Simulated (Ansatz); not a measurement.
# Ir: substituted relatives

One table from this session's results is given with a row withheld; the runs are named, their logs left out.

Computed with Ansatz 0.2.0 (DFT PBEsol, scalar-relativistic, plane waves, PAW, unless a step's input says otherwise).

1 further run of the same task is left out (set aside as unsound or not needed).

## The starting structure

It takes space group Fm-3m (No. 225, cubic). The conventional cell has a = 3.830 Å, b = 3.830 Å, c = 3.830 Å, α = 90.00°, β = 90.00°, γ = 90.00°. Ir (site symmetry m-3m) has 12 Ir at 2.71 Å as nearest neighbours.

As a file:

```cif
data_structure
_symmetry_space_group_name_H-M 'Fm-3m'
_symmetry_Int_Tables_number 225
_cell_length_a 3.8301
_cell_length_b 3.8301
_cell_length_c 3.8301
_cell_angle_alpha 90.000
_cell_angle_beta 90.000
_cell_angle_gamma 90.000
_cell_volume 56.19
loop_
_atom_site_label
_atom_site_type_symbol
_atom_site_symmetry_multiplicity
_atom_site_Wyckoff_symbol
_atom_site_fract_x
_atom_site_fract_y
_atom_site_fract_z
_atom_site_occupancy
Ir1 Ir 4 a 0.00000 0.00000 0.00000 1
```

It goes back to an entry of the Materials Project.

This cell was relaxed beforehand with the same method: volume 14.05 Å³/atom, gap on the mesh none (metal).

The first run:

File input.yaml:

```yaml
crystal:
  lattice:
    - [0.0, 1.9427094586, 1.9427094586]
    - [1.9427094586, 0.0, 1.9427094586]
    - [1.9427094586, 1.9427094586, 0.0]
  atoms:
    - { symbol: Os, position: [0.0, 0.0, 0.0] }
basis:
  ecutwfc: 420
kpoints:
  mp_grid: { grid: [8, 8, 8] }
hamiltonian:
  xc: pbesol
scf:
  occupations: { method: gaussian, width: 0.1 }
output:
  forces: true
  stress: true
  eigenvalues: true
```

Command:

```
> ansatz run input.yaml --threads 1 --pin off --max-ram 2560MiB --backend cpu --events-out ev --progress --plain --runs-dir out
```

Among the steps run: Probe: one point at the start (Os); A loose first relaxation (Os); Full relaxation (Os); A first look at the start (Ru); Rough relaxation on the coarse mesh (Ru); Relaxing cell and atoms (Ru).

One table of the session follows, with a row left open; its other results are not shown here.

Lengths are those of the vectors of the cell that was run:

| swap | volume (Å³/atom) | a (Å) | b (Å) | c (Å) |
| --- | --- | --- | --- | --- |
| none | 14.05 | 2.708 | 2.708 | 2.708 |
| Ir → Pb | ? | ? | ? | ? |
| Ir → Ti | 16.68 | 2.868 | 2.868 | 2.868 |
| Ir → Os | 13.94 | 2.702 | 2.702 | 2.702 |
| Ir → Ru | 13.38 | 2.665 | 2.665 | 2.665 |

Q: Estimate the row for Ir → Pb from the others.

As computed: volume (Å³/atom): 30.04; a (Å): 3.489; b (Å): 3.489; c (Å): 3.489. In the column «volume (Å³/atom)» it is the highest.

Lengths are those of the computed cell. Rows of earlier swaps come from the sessions before.
